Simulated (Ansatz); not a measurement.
## Optical response of SiC (Moissanite 3C)

Wanted: where SiC (Moissanite 3C) starts to absorb, how strongly, and its refractive index.

Calculated with Ansatz 0.2.0; DFT, PBE, plane-wave PAW, default files, scalar-relativistic, independent-particle optical response without local fields.

Experimental background.

For SiC, cubic 3C zincblende (literature value), “Insight into the structural, elastic and electronic properties of a new orthorhombic 6O-SiC polytype” (2020, pmc:7200658) quotes earlier work: band gap (indirect gap) 2.4 eV [literature value; measurement temperature and method not stated].

For SiC, 3C (beta, cubic zinc blende) (literature average; scatter up to 0.2), “Infrared properties of SiC particles” (1999, arxiv:astro-ph/9903031) quotes earlier work: ε∞ (high-frequency dielectric constant) 6.49 [average of published experimental values; polytype label garbled in the row, 3C inferred …].

Report form: the programs' logs are mostly left out.

### 1. The structure

The structure is cubic, space group F-43m (No. 216). The conventional cell has a = 4.358 Å, b = 4.358 Å, c = 4.358 Å, α = 90.00°, β = 90.00°, γ = 90.00°. Nearest to Si lie 4 C at 1.89 Å. C has 4 Si at 1.89 Å nearest. Farther neighbours are not listed.

### 2. Ground state and bands

The self-consistent density comes first; it also tells whether there is a gap, which decides the occupations and the need for a Drude term.

This step: DFT, PBE, plane-wave PAW, default files, scalar-relativistic, ground state (Ansatz 0.2.0).

Input file input.yaml:

```yaml
crystal:
  lattice:
    - [0.0, 2.179, 2.179]
    - [2.179, 0.0, 2.179]
    - [2.179, 2.179, 0.0]
  atoms:
    - { symbol: Si, position: [0.0, 0.0, 0.0] }
    - { symbol: C, position: [0.75, 0.75, 0.75] }
kpoints:
  mp_grid: { grid: [9, 9, 9] }
  band_path:
    path:
      - [[0.0, 0.0, 0.0], [0.5, 0.0, 0.5], [0.5, 0.25, 0.75], [0.375, 0.375, 0.75], [0.0, 0.0, 0.0], [0.5, 0.5, 0.5], [0.625, 0.25, 0.625], [0.5, 0.25, 0.75], [0.5, 0.5, 0.5], [0.375, 0.375, 0.75]]
      - [[0.625, 0.25, 0.625], [0.5, 0.0, 0.5]]
    npoints: 5
scf:
  occupations: { method: fermi_dirac, width: 0.05 }
  n_extra_bands: 6
hamiltonian:
  xc: pbe
  pseudopotentials: { kind: paw }
output:
  forces: true
  stress: true
  populations: true
  write_bands: true
```

Launch:

```sh
$ ansatz run input.yaml --threads 4 --pin off --max-ram 8192MiB --backend cpu --events-out ev --progress --plain --runs-dir out
```

Wall time 0.87 s (4 threads of Intel Xeon at 2.70GHz, shared host); peak memory 0.31 GiB; 2.1 s of CPU time.

Numbers from this step:

- free energy: -887.1567 eV
- Fermi energy: 10.23 eV
- gap by band count: 1.505 eV
- electrons: 8
- symmetry operations: 24
- pressure: 3.270 GPa
- volume: 20.69 Å³
- gap on the path: 1.359 eV
- least direct gap on the path: 4.545 eV

There is a gap, 1.36 eV on the path, so no carriers' term is needed. The cell is left with a pressure of 3.3 GPa, as it stands unrelaxed at this level.

The electronic bands at the labelled points (eV, zero at the Fermi level; v1 is the highest filled band, c1 the lowest empty one):

```csv
point,v4,v3,v2,v1,c1,c2,c3,c4
Γ,-16.15,-0.75,-0.75,-0.75,5.47,6.56,6.56,6.56
0.60 of the way,-13.88,-5.11,-3.11,-3.11,2.42,4.87,10.78,10.78
X,-11.13,-8.54,-3.93,-3.93,0.61,3.58,13.27,13.27
0.40 of the way,-11.06,-8.34,-4.56,-4.55,1.78,4.71,11.84,13.10
W,-10.90,-7.77,-5.73,-5.43,4.46,8.69,8.71,9.02
0.60 of the way,-11.07,-7.95,-6.17,-4.02,3.14,7.21,10.01,11.27
K,-11.13,-8.02,-6.29,-3.34,2.36,7.02,11.09,11.70
0.40 of the way,-13.65,-6.15,-4.54,-1.65,5.32,7.62,7.92,8.71
Γ,-16.15,-0.75,-0.75,-0.75,5.47,6.56,6.56,6.56
0.40 of the way,-15.38,-3.88,-1.19,-1.19,5.45,7.16,7.16,8.03
L,-12.59,-9.28,-1.80,-1.80,4.68,6.48,6.48,9.30
0.60 of the way,-11.89,-8.53,-4.81,-2.67,3.60,7.85,8.84,10.27
U,-11.13,-8.02,-6.29,-3.34,2.36,7.02,11.09,11.70
0.60 of the way,-11.00,-7.87,-6.04,-4.62,3.79,7.50,9.42,10.51
W,-10.90,-7.77,-5.73,-5.43,4.46,8.69,8.71,9.02
0.60 of the way,-12.16,-8.82,-3.76,-2.57,4.70,6.23,8.47,10.36
L,-12.59,-9.28,-1.80,-1.80,4.68,6.48,6.48,9.30
0.60 of the way,-11.89,-8.53,-4.81,-2.67,3.60,7.85,8.84,10.27
K,-11.13,-8.02,-6.29,-3.34,2.36,7.02,11.09,11.70
jump to U,-11.13,-8.02,-6.29,-3.34,2.36,7.02,11.09,11.70
0.40 of the way,-11.07,-8.32,-5.29,-3.71,1.56,4.98,12.33,12.62
X,-11.13,-8.54,-3.93,-3.93,0.61,3.58,13.27,13.27
```

### 3. Spectrum

The spectrum is a sum over vertical transitions between filled and empty bands at the fixed density, so many empty bands are needed.

This step: DFT, PBE, plane-wave PAW, default files, scalar-relativistic, independent-particle optical response without local fields (Ansatz 0.2.0).

input.yaml, the sections that differ from step 2:

```yaml
kpoints:
  mp_grid: { grid: [9, 9, 9] }
scf:
  occupations: { method: fixed }
output:
  optics:
    e_range: [0, 14]
    de: 0.05
    sigma: 0.1
    nscf_kmesh: { grid: [10, 10, 10] }
    bands: { spectra_wanted_up_to: 14 }
# crystal, hamiltonian: as in step 2
```

The job ended after 2.7 s (4 threads; peak memory 0.45 GiB; 8.2 s of CPU time).

Read-outs, printed or worked out from the files:

- electronic dielectric constant ε∞, mean over x, y and z (by symmetry where fewer were run): 7.195
- absorption onset, first axis (α over 10⁴ cm⁻¹, or the direct gap if that lies higher): 4.545 eV
- main peak of Im epsilon, first axis: 6.871 eV
- least direct gap on the mesh: 4.545 eV
- bands summed: 13
- spectra valid up to: 16.95 eV
- program's estimate of the k-sum error in Im epsilon: 0.13 %
- electrons in the f-sum: 6.564

The Im ε, any direction has structure finer than the step of the table below, so its rows give means over 0.5 eV, whole bins alone (the curve runs from 0 to 14 eV). Peaks (eV: height): 6.85: 27.4, 8.15: 16.9.

Table of Im ε, any direction by photon energy; means over each step:

```csv
photon energy (eV),"Im ε, any direction"
4.0,0
4.5,0.565
5.0,3.15
5.5,6.17
6.0,10.6
6.5,19.2
7.0,23.1
7.5,9.61
8.0,12.7
8.5,14.3
9.0,9.91
9.5,7.69
10.0,5.88
10.5,4.47
11.0,3.58
11.5,2.84
12.0,2.79
12.5,2.28
13.0,1.93
13.5,1.57
```

The Re ε, any direction by photon energy:

photon energy (eV), Re ε, any direction and a bar from the least value:
```
      0.0        7.2 ################
      0.5        7.2 ################
      1.0        7.3 ################
      1.5        7.5 ################
      2.0        7.7 #################
      2.5        8.1 #################
      3.0        8.5 ##################
      3.5        9.2 ###################
      4.0       10.3 ####################
      4.5       12.8 #######################
      5.0       14.4 #########################
      5.5       15.9 ###########################
      6.0       16.3 ############################
      6.5       18.0 ##############################
      7.0       -2.8 ###
      7.5       -1.2 #####
      8.0        5.8 ##############
      8.5       -3.8 ##
      9.0       -5.2 
      9.5       -5.2 
     10.0       -5.1 
     10.5       -4.5 #
     11.0       -3.9 ##
     11.5       -3.4 ##
     12.0       -2.9 ###
     12.5       -2.8 ###
     13.0       -2.5 ###
     13.5       -2.2 ####
     14.0       -1.9 ####
```

Refractive index n and extinction k against photon energy:

```csv
photon energy (eV),n,k
0.0,2.68,0
0.5,2.69,0
1.0,2.70,0
1.5,2.73,0
2.0,2.78,0
2.5,2.84,0
3.0,2.92,0
3.5,3.04,0
4.0,3.22,0
4.5,3.58,0.0293
5.0,3.82,0.411
5.5,4.06,0.749
6.0,4.23,1.26
6.5,4.70,2.01
7.0,3.34,3.74
7.5,1.96,2.25
8.0,3.08,1.93
8.5,2.39,3.09
9.0,1.71,2.85
9.5,1.42,2.69
10.0,1.15,2.53
10.5,0.945,2.33
11.0,0.834,2.14
11.5,0.705,1.97
12.0,0.773,1.87
12.5,0.632,1.78
13.0,0.577,1.69
13.5,0.496,1.56
14.0,0.493,1.46
```

Table of reflectivity at normal incidence, any direction by photon energy; read off at these points:

```csv
photon energy (eV),"reflectivity at normal incidence, any direction (%)"
0.00,20.9
0.50,20.9
1.00,21.2
1.50,21.6
2.00,22.1
2.50,22.9
3.00,24.0
3.50,25.5
4.00,27.6
4.50,31.7
5.00,34.7
5.50,37.9
6.00,41.5
6.50,48.5
7.00,59.3
7.15,61.3
7.50,43.3
8.00,39.5
8.50,54.5
9.00,55.7
9.50,56.6
10.00,58.2
10.50,59.0
11.00,58.1
11.50,58.5
12.00,53.3
12.50,56.8
13.00,56.7
13.30,58.0
13.50,57.5
14.00,54.9
```

Values under 1 per cm are given as 1. The absorption coefficient, any direction by photon energy:

```csv
photon energy (eV),"absorption coefficient, any direction (1/cm)"
0.000,1
0.500,1
1.000,1
1.500,1
2.000,1
2.500,1
3.000,1
3.500,1
4.000,1
4.500,13365
5.000,2.1e5
5.500,4.2e5
6.000,7.7e5
6.500,1.3e6
7.000,2.7e6
7.500,1.7e6
8.000,1.6e6
8.500,2.7e6
9.000,2.6e6
9.500,2.6e6
10.000,2.6e6
10.500,2.5e6
11.000,2.4e6
11.500,2.3e6
12.000,2.3e6
12.500,2.3e6
13.000,2.2e6
13.500,2.1e6
14.000,2.1e6
```

Optical constants at common wavelengths, from n + ik = √ε:

```csv
wavelength (nm),n,k,R (%),1/α
1064,2.71,0.000,21.3,over 1 mm
800,2.74,0.000,21.6,over 1 mm
633,2.77,0.000,22.1,over 1 mm
532,2.82,0.000,22.6,over 1 mm
450,2.88,0.000,23.4,over 1 mm
308,3.23,0.000,27.8,over 1 mm
193,4.56,1.738,46.2,8.8 nm
```

Rows near the edge hang on the gap, which this functional as a rule makes too small, and phonon-assisted absorption is left out.

A film 1 µm thick would pass 63 % of daylight and look colourless, dimmed by reflection in transmission (x = 0.315, y = 0.331).

The f-sum over the summed bands holds 6.6 of the cell's 8 electrons outside the frozen cores. Up to 14 eV the strength has a mean oscillator energy of 7.9 eV, close to the main peak.

### 4. What came out

```
gap on the path                                                                                                    : 1.36 eV
least direct gap on the path                                                                                       : 4.55 eV
electronic dielectric constant ε∞, mean over x, y and z (by symmetry where fewer were run) (independent particles) : 7.19
absorption onset, first axis (α over 10⁴ cm⁻¹, or the direct gap if that lies higher)                              : 4.55 eV
main peak of Im epsilon, first axis                                                                                : 6.87 eV
```

At this level (PBE, independent particles) SiC has ε∞ = 7.19 and n = 2.70 at 1550 nm; absorption sets in near 4.5 eV, and Im ε peaks at 6.9 eV. The gap is indirect (1.36 eV), so absorption without phonons can begin only at the direct gap of 4.55 eV. Lines 0.1 eV wide carry a tail of absorption under the direct gap, past the threshold already at 4.48 eV. Absorption passes 10⁴ cm⁻¹ from the direct gap on, 4.55 eV, in the ultraviolet, so the visible is passed, but for phonon-assisted absorption over the indirect gap, which is left out. Distinct maxima of Im ε, read by a parabola through the highest points, lie at 6.87 eV (27) and 8.17 eV (17). The f-sum over the summed bands holds 6.6 of the cell's 8 electrons outside the frozen cores. Up to 14 eV the strength has a mean oscillator energy of 7.9 eV, close to the main peak. A film 1 µm thick would pass 63 % of daylight and look colourless, dimmed by reflection in transmission (x = 0.315, y = 0.331). Excitons and phonon-assisted transitions are missing, and so are local fields; PBE gaps are as a rule too small, which pulls the onset down and ε∞ up. In the base run ε includes the program's bounded estimate of what the bands above those summed add.

Comparison with the measured values:

```
                 quantity  measured              PBE  PBE, no local fields
band gap (least gap) (eV)       2.4  1.36 (-1.04 eV)                     -
  ε∞ (mean of the tensor)      6.49                -        7.19 (+10.9 %)
```

Measured values from pmc:7200658 (2020) and arxiv:astro-ph/9903031 (1999).

How well it matches: The band gap is off by -1.04 eV: a clear miss. Local and semilocal functionals usually give gaps below the measured ones. Zero-point and thermal motion shift the measured gap. The ε∞ is off by +10.9 %: fair agreement. The grades are ours: good and fair within 7 and 18 % for the ε∞. No cell relaxation is part of this session.

[Logs are printed without paths, hosts, clocks, repeated set-up lines and the standing remarks that a program may print on its own settings, such as how far it seeks lower states.]

[Hosts, paths, dates, database ids (printed as entryN), source tags and the programs' standing remarks are cut or masked in the printed files.]
